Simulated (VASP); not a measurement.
# Sb8H in VASP: further runs

Runs on Sb8H. Level: PBE. Tasks: single point, relaxation of the atoms.

Program: VASP 6.6.1. These are calculated values, not measurements. Logs are shortened: lines on timing, memory, paths and dates and some standing lists are left out, and cuts for length are marked.

## (1) The structure

The cell holds a slab with vacuum, 9 atoms: a = 4.308 Å, b = 4.308 Å, c = 28.783 Å, α = 90.00°, β = 90.00°, γ = 120.00°.

The cell was built by a generator and needn't be a form met in nature.

## (2) Single point, PBE

File INCAR:

```
ALGO = Fast
DIPOL = 0.5 0.5 0.532
EDIFF = 1E-6
ENCUT = 520
GGA = PE
IDIPOL = 3
ISIF = 2
ISMEAR = 0
LASPH = True
LCHARG = False
LDIPOL = True
LREAL = False
LWAVE = False
NBANDS = 30
NELM = 100
PREC = Accurate
SIGMA = 0.05
```

File KPOINTS:

```
k-points
0
Gamma
  10 10 1
```

File POSCAR:

```
Sb8H
1.0
    4.3084000000      0.0000000000      0.0000000000
   -2.1542000000      3.7311838497      0.0000000000
    0.0000000000      0.0000000000     28.7832128000
Sb H
8 1
Direct
    0.6666666667      0.3333333333      0.2779397858
    0.0000000000      0.0000000000      0.3303735711
    0.3333333333      0.6666666667      0.4150197176
    0.6666666667      0.3333333333      0.4688581386
    0.0000000000      0.0000000000      0.5528977562
    0.3333333333      0.6666666667      0.6072480298
    0.6666666667      0.3333333333      0.7166682755
    0.0000000000      0.0000000000      0.7715747655
    0.6666666667      0.3333333333      0.6506359913
```

Potentials or basis: VASP PAW PBE potentials, release 64 (Sb, H).

Command:

```
$ cat potpaw_PBE.64/Sb/POTCAR potpaw_PBE.64/H/POTCAR > POTCAR
$ mpirun -np 1 vasp_std > vasp.out
```

OUTCAR:

```text
EDIFF = 1E-6
   ENCUT = 520
   GGA = PE
   ISIF = 2
   ISMEAR = 0
   LASPH = True
   LREAL = False
   NELM = 100
   PREC = Accurate

 ion  position               nearest neighbor table
   1  0.667  0.333  0.278-   2 2.91   2 2.91   2 2.91
   2  0.000  0.000  0.330-   1 2.91   1 2.91   1 2.91   3 3.48   3 3.48   3 3.48
   3  0.333  0.667  0.415-   4 2.93   4 2.93   4 2.93   2 3.48   2 3.48   2 3.48
   4  0.667  0.333  0.469-   3 2.93   3 2.93   3 2.93   5 3.47   5 3.47   5 3.47
   5  0.000  0.000  0.553-   6 2.94   6 2.94   6 2.94   4 3.47   4 3.47   4 3.47
   6  0.333  0.667  0.607-   5 2.94   5 2.94   5 2.94
   7  0.667  0.333  0.717-   9 1.90   8 2.95   8 2.95   8 2.95
   8  0.000  0.000  0.772-   7 2.95   7 2.95   7 2.95
   9  0.667  0.333  0.651-   7 1.90

  LATTYP: Found a hexagonal cell.
 ALAT       =     4.3084000000
 C/A-ratio  =     6.6807197103

  Lattice vectors:

 A1 = (   4.3084000000,   0.0000000000,   0.0000000000)
 A2 = (  -2.1542000000,   3.7311838497,   0.0000000000)
 A3 = (   0.0000000000,   0.0000000000,  28.7832128000)

Analysis of symmetry for initial positions (statically):
=====================================================================
 Subroutine PRICEL returns:
 Original cell was already a primitive cell.

 Routine SETGRP: Setting up the symmetry group for a
 hexagonal supercell.

 Subroutine GETGRP returns: Found  6 space group operations
 (whereof  6 operations were pure point group operations)
 out of a pool of 24 trial point group operations.

The static configuration has the point symmetry C_3v.

Analysis of symmetry for dynamics (positions and initial velocities):
=====================================================================
 Subroutine PRICEL returns:
 Original cell was already a primitive cell.

 Routine SETGRP: Setting up the symmetry group for a
 hexagonal supercell.

 Subroutine GETGRP returns: Found  6 space group operations
 (whereof  6 operations were pure point group operations)
 out of a pool of 24 trial point group operations.

The dynamic configuration has the point symmetry C_3v.

 Subroutine INISYM returns: Found  6 space group operations
 (whereof  6 operations are pure point group operations),
 and found     1 'primitive' translations

----------------------------------------------------------------------------------------

                                     Primitive cell

  volume of cell :     462.7026

  direct lattice vectors                    reciprocal lattice vectors
     4.308400000  0.000000000  0.000000000     0.232104726  0.134005726  0.000000000
    -2.154200000  3.731183850  0.000000000     0.000000000  0.268011452  0.000000000
     0.000000000  0.000000000 28.783212800     0.000000000  0.000000000  0.034742473

  length of vectors
     4.308400000  4.308400000 28.783212800     0.268011452  0.268011452  0.034742473

  position of ions in fractional coordinates (direct lattice)
     0.666666667  0.333333333  0.277939786
     0.000000000  0.000000000  0.330373571
     0.333333333  0.666666667  0.415019718
     0.666666667  0.333333333  0.468858139
     0.000000000  0.000000000  0.552897756
     0.333333333  0.666666667  0.607248030
     0.666666667  0.333333333  0.716668275
     0.000000000  0.000000000  0.771574765
     0.666666667  0.333333333  0.650635991

  ion indices of the primitive-cell ions
   primitive index   ion index
                 1           1
                 2           2
                 3           3
                 4           4
                 5           5
                 6           6
                 7           7
                 8           8
                 9           9

----------------------------------------------------------------------------------------

 KPOINTS: k-points

Automatic generation of k-mesh.
 Grid dimensions read from file:
 generate k-points for:   10   10    1

 Generating k-lattice:

  Cartesian coordinates                     Fractional coordinates (reciprocal lattice)
     0.023210473  0.013400573  0.000000000     0.100000000 -0.000000000  0.000000000
     0.000000000  0.026801145  0.000000000     0.000000000  0.100000000  0.000000000
     0.000000000  0.000000000  0.034742473     0.000000000  0.000000000  1.000000000

  Length of vectors
     0.026801145  0.026801145  0.034742473

  Shift w.r.t. Gamma in fractional coordinates (k-lattice)
     0.000000000  0.000000000  0.000000000

 Subroutine IBZKPT returns following result:
 ===========================================

 Found     14 irreducible k-points:

 Following reciprocal coordinates:
            Coordinates               Weight
  0.000000  0.000000  0.000000      1.000000
  0.100000  0.000000  0.000000      6.000000
  0.200000  0.000000  0.000000      6.000000
  0.300000  0.000000  0.000000      6.000000
  0.400000  0.000000  0.000000      6.000000
  0.500000 -0.000000  0.000000      3.000000
  0.100000  0.100000  0.000000      6.000000
  0.200000  0.100000  0.000000     12.000000
  0.300000  0.100000  0.000000     12.000000
  0.400000  0.100000  0.000000     12.000000
  0.200000  0.200000  0.000000      6.000000
  0.300000  0.200000  0.000000     12.000000
  0.400000  0.200000  0.000000      6.000000
  0.300000  0.300000  0.000000      6.000000
   k-points           NKPTS =     14   k-points in BZ     NKDIM =     14   number of bands    NBANDS=     30
   number of dos      NEDOS =    301   number of ions     NIONS =      9
   total plane-waves  NPLWV = 221184
   dimension x,y,z NGX =    32 NGY =   32 NGZ =  216
   dimension x,y,z NGXF=    64 NGYF=   64 NGZF=  432
   ions per type =               8   1
   NGX,Y,Z   is equivalent  to a cutoff of  12.35, 12.35, 12.48 a.u.
   NGXF,Y,Z  is equivalent  to a cutoff of  24.70, 24.70, 24.95 a.u.
 SYSTEM =  unknown system
   PREC   = accura    normal or accurate (medium, high low for compatibility)
   ISTART =      0    job   : 0-new  1-cont  2-samecut
   ICHARG =      2    charge: 1-file 2-atom 10-const
   ISPIN  =      1    spin polarized calculation?
   LNONCOLLINEAR =      F non collinear calculations
   LSORBIT =      F    spin-orbit coupling
   LASPH  =      T    aspherical Exc in radial PAW
   ENCUT  =  520.0 eV  38.22 Ry    6.18 a.u.   8.01  8.01 53.52*2*pi/ulx,y,z
   NELM   =    100;   NELMIN=  2; NELMDL= -5     # of ELM steps
   EDIFF  = 0.1E-05   stopping-criterion for ELM
   LREAL  =      F    real-space projection
   EDIFFG = 0.1E-04   stopping-criterion for IOM
   NSW    =      0    number of steps for IOM
   IBRION =     -1    ionic relax: 0-MD 1-quasi-New 2-CG
   NFREE  =      0    steps in history (QN), initial steepest desc. (CG)
   ISIF   =      2    stress and relaxation
   ISYM   =      2    0-nonsym 1-usesym 2-fastsym
   POTIM  = 0.5000    time-step for ionic-motion
   TEBEG  =    0.0;   TEEND  =   0.0 temperature during run
   PSTRESS=    0.0 pullay stress
   NELECT =      41.0000    total number of electrons
   NUPDOWN=      -1.0000    fix difference up-down
   EMIN   =  10.00;   EMAX   =-10.00  energy-range for DOS
   EFERMI =   0.00;   METHOD = LEGACY
   ISMEAR =     0;   SIGMA  =   0.05  broadening in eV -4-tet -1-fermi 0-gaus
   EFERMI_NEDOS =   21; number of points for ismear=-14 and -15
   IALGO  =     68    algorithm
   IMIX   =      4    mixing-type and parameters
     AMIX     =   0.40;   BMIX     =  1.00
     AMIX_MAG =   1.60;   BMIX_MAG =  1.00
  volume/ion in A,a.u.               =      51.41       346.94
  Fermi-wavevector in a.u.,A,eV,Ry     =   0.729853  1.379222  7.247627  0.532686
  Thomas-Fermi vector in A             =   1.821678
   LORBIT       =      0    0 simple, 1 ext, 2 COOP (PROOUT), +10 PAW based schemes
   GGA     = PE    functional components
   LHFCALC =     F    Hartree Fock is set to
   AEXX    =    0.0000 exact exchange contribution
   IVDW    =     0    specifies the selected vdW correction
   LEPSILON=     F    determine dielectric tensor
   LRPA    =     F    only Hartree local field effects (RPA)
 non-spin polarized calculation
 RMM-DIIS sequential band-by-band and
 Gauss-broadening in eV      SIGMA  =   0.05
  energy-cutoff  :      520.00
  volume of cell :      462.70
 maximum number of plane-waves:     12512
   NGX = 17   NGY = 17   NGZ =107

 dipolmoment           0.000000      0.000000      0.356601 electrons x Angstroem

 number of electron      41.0000000 magnetization

 dipolmoment           0.000000      0.000000     -0.031345 electrons x Angstroem

 Free energy of the ion-electron system (eV)
  ---------------------------------------------------
  ext. energy  EPLUGINS =         0.00000000
  ---------------------------------------------------
  free energy    TOTEN  =       -34.83070996 eV

  energy without entropy =      -34.82360558  energy(sigma->0) =      -34.82715777

 E-fermi :   1.7883     XC(G=0):  -5.7666

 val. band max:        1.7852102177   @ k =   0.3000   0.0000   0.0000
 cond. band min:       1.8934170783   @ k =   0.1000   0.0000   0.0000
 fundamental gap:      0.1082068606
 Fermi energy:         1.7883090956

 k-point     1 :       0.0000    0.0000    0.0000
  band No.  band energies     occupation
      1     -10.2789      2.00000
      2     -10.1235      2.00000
      3      -9.8416      2.00000
      4      -9.4038      2.00000
      5      -6.5109      2.00000
      6      -5.8717      2.00000
[... 22 lines left out ...]
     29       3.5790      0.00000
     30       3.6634      0.00000

 k-point     2 :       0.1000    0.0000    0.0000
  band No.  band energies     occupation
      1     -10.1820      2.00000
      2     -10.0318      2.00000
      3      -9.7478      2.00000
      4      -9.3133      2.00000
      5      -6.4773      2.00000
      6      -5.8687      2.00000
[... 388 lines left out ...]
 k-point    14 :       0.3000    0.3000    0.0000
  band No.  band energies     occupation
      1      -8.1547      2.00000
      2      -7.8898      2.00000
      3      -7.7061      2.00000
      4      -7.5395      2.00000
      5      -7.3874      2.00000
      6      -7.1410      2.00000
[... 22 lines left out ...]
     29       5.0882      0.00000
     30       5.8454      0.00000

------------------------ aborting loop because EDIFF is reached ----------------------------------------

 vacuum level on the upper side and lower side of the slab       (xc-potential included)        -0.330        -0.001

  FORCE on cell =-STRESS in cart. coord.  units (eV):
  Direction    XX          YY          ZZ          XY          YZ          ZX
  --------------------------------------------------------------------------------------
  -------------------------------------------------------------------------------------
  Total       -0.7366459     -0.7366459      0.6179268      0.0000000     -0.0000000      0.0000000
  in kB       -2.5507474     -2.5507474      2.1396645      0.0000000     -0.0000000      0.0000000
  external PRESSURE =      -0.9872768 kB  Pullay stress =       0.0000000 kB

 VOLUME and BASIS-vectors are now :
 -----------------------------------------------------------------------------
  energy-cutoff  :      520.00
  volume of cell :      462.70
      direct lattice vectors                 reciprocal lattice vectors
     4.308400000  0.000000000  0.000000000     0.232104726  0.134005726  0.000000000
    -2.154200000  3.731183850  0.000000000     0.000000000  0.268011452  0.000000000
     0.000000000  0.000000000 28.783212800     0.000000000  0.000000000  0.034742473

 POSITION                                       TOTAL-FORCE (eV/Angst)
 -----------------------------------------------------------------------------------
      2.15420      1.24373      8.00000        -0.000000      0.000000     -0.350726
      0.00000      0.00000      9.50921        -0.000000     -0.000000      0.365589
     -0.00000      2.48746     11.94560        -0.000000     -0.000000     -0.045715
      2.15420      1.24373     13.49524         0.000000      0.000000      0.044171
      0.00000      0.00000     15.91417         0.000000      0.000000     -0.048782
     -0.00000      2.48746     17.47855         0.000000     -0.000000      0.043132
      2.15420      1.24373     20.62802        -0.000000     -0.000000     -0.003782
      0.00000      0.00000     22.20840         0.000000      0.000000      0.025305
      2.15420      1.24373     18.72739         0.000000     -0.000000     -0.029191
 -----------------------------------------------------------------------------------
    total drift:                               -0.000000      0.000000      0.000352

  FREE ENERGIE OF THE ION-ELECTRON SYSTEM (eV)
  ---------------------------------------------------
  free  energy   TOTEN  =       -34.8307099567 eV

  energy  without entropy=      -34.8236055794  energy(sigma->0) =      -34.82715777

 vacuum level on the upper side and lower side of the slab         5.668         5.994
```

It took 4.3 min on 1 thread of Intel Xeon Platinum 8488C (Sapphire Rapids), shared host; peak memory 0.57 GiB.

What came out:

| Property | Result |
| --- | --- |
| Free energy | -34.8307 eV |
| Largest force | 0.366 eV/Å |
| Band gap on the k mesh | none (metal or under the smearing width) |

Forces on the atoms (eV/Å):
```
Sb   0.000  0.000 -0.351
Sb   0.000  0.000  0.366
Sb   0.000  0.000 -0.046
Sb   0.000  0.000  0.044
Sb   0.000  0.000 -0.049
Sb   0.000  0.000  0.043
Sb   0.000  0.000 -0.004
Sb   0.000  0.000  0.025
H    0.000  0.000 -0.029
```

The run has no spin-orbit coupling, so splittings on Sb are missing.

## (3) Relaxation of the atoms, PBE

File INCAR:

```
ALGO = Fast ; DIPOL = 0.5 0.5 0.512
EDIFF = 1E-6 ; EDIFFG = -0.01
ENCUT = 520 ; GGA = PE
IBRION = 2 ; IDIPOL = 3
ISIF = 2 ; ISMEAR = 0
LASPH = True ; LCHARG = False
LDIPOL = True ; LREAL = False
LWAVE = False ; NELM = 100
NSW = 100 ; PREC = Accurate
SIGMA = 0.05
```

KPOINTS is that of step 2.

File POSCAR:

```
Sb8H
1.0
    4.3084000000      0.0000000000      0.0000000000
   -2.1542000000      3.7311838497      0.0000000000
    0.0000000000      0.0000000000     28.7832128000
Sb H
8 1
Selective dynamics
Direct
    0.6666666667      0.3333333333      0.2779397858  F F F
    0.0000000000      0.0000000000      0.3303735711  F F F
    0.3333333333      0.6666666667      0.4085020002  T T T
    0.6666666667      0.3333333333      0.4609357855  T T T
    0.0000000000      0.0000000000      0.5390642145  T T T
    0.3333333333      0.6666666667      0.5914979998  T T T
    0.6666666667      0.3333333333      0.6696264289  T T T
    0.0000000000      0.0000000000      0.7220602142  T T T
    0.6666666667      0.3333333333      0.6088271008  T T T
```

Potentials or basis: VASP PAW PBE potentials, release 64 (Sb, H).

Command:

```
$ cat potpaw_PBE.64/Sb/POTCAR potpaw_PBE.64/H/POTCAR > POTCAR
$ mpirun -np 1 vasp_std > vasp.out
```

Wall time 62 min (1 thread of Intel Xeon Platinum 8488C (Sapphire Rapids), shared host); peak memory 0.63 GiB.

Results (log left out):

* Free energy: -34.8311 eV
* Energy gained by relaxing: 42.4 meV/atom
* Ionic steps: 46
* Band gap on the k mesh: none (metal or under the smearing width)

The path:
```tsv
step	energy change (eV)	largest force (eV/Å)	pressure (GPa)
1	0.0000	1.3378	1.69
3	-0.1029	0.8731	1.42
5	-0.1860	0.4242	0.88
7	-0.1983	0.4185	0.80
9	-0.2136	0.4109	0.80
11	-0.2402	0.4539	0.75
13	-0.2485	0.4468	0.73
15	-0.2655	0.4608	0.61
17	-0.2730	0.4519	0.66
19	-0.2812	0.4406	0.73
21	-0.2882	0.4433	0.74
23	-0.2955	0.4409	0.71
25	-0.3052	0.4675	0.49
27	-0.3126	0.4282	0.51
29	-0.3421	0.3949	0.23
31	-0.3612	0.3905	0.07
33	-0.3713	0.3741	-0.22
35	-0.3784	0.3674	-0.14
37	-0.3804	0.3613	-0.10
39	-0.3808	0.3589	-0.06
41	-0.3811	0.3579	-0.07
43	-0.3811	0.3578	-0.07
45	-0.3812	0.3581	-0.07
46	-0.3813	0.3582	-0.08
```

Final structure:
```yaml
crystal:
  lattice:
    - [4.30840, 0.00000, 0.00000]
    - [-2.15420, 3.73118, 0.00000]
    - [0.00000, 0.00000, 28.78321]
  atoms:
    - { symbol: Sb, position: [0.66667, 0.33333, 0.27794] }
    - { symbol: Sb, position: [0.00000, 0.00000, 0.33037] }
    - { symbol: Sb, position: [0.33333, 0.66667, 0.41354] }
    - { symbol: Sb, position: [0.66667, 0.33333, 0.46761] }
    - { symbol: Sb, position: [0.00000, 0.00000, 0.55023] }
    - { symbol: Sb, position: [0.33333, 0.66667, 0.60477] }
    - { symbol: Sb, position: [0.66667, 0.33333, 0.71246] }
    - { symbol: Sb, position: [0.00000, 0.00000, 0.76752] }
    - { symbol: H, position: [0.66667, 0.33333, 0.64601] }
```

Levels at points of the mesh, in eV from the Fermi level:
| k point | band 19 | band 20 | band 21 | band 22 | band 23 | band 24 |
| --- | --- | --- | --- | --- | --- | --- |
| (0.00, 0.00, 0.00) | -0.57 | -0.19 | -0.04 | 0.79 | 0.95 | 0.95 |
| (0.50, 0.00, 0.00) | -1.81 | -0.97 | -0.42 | 0.45 | 0.84 | 1.39 |
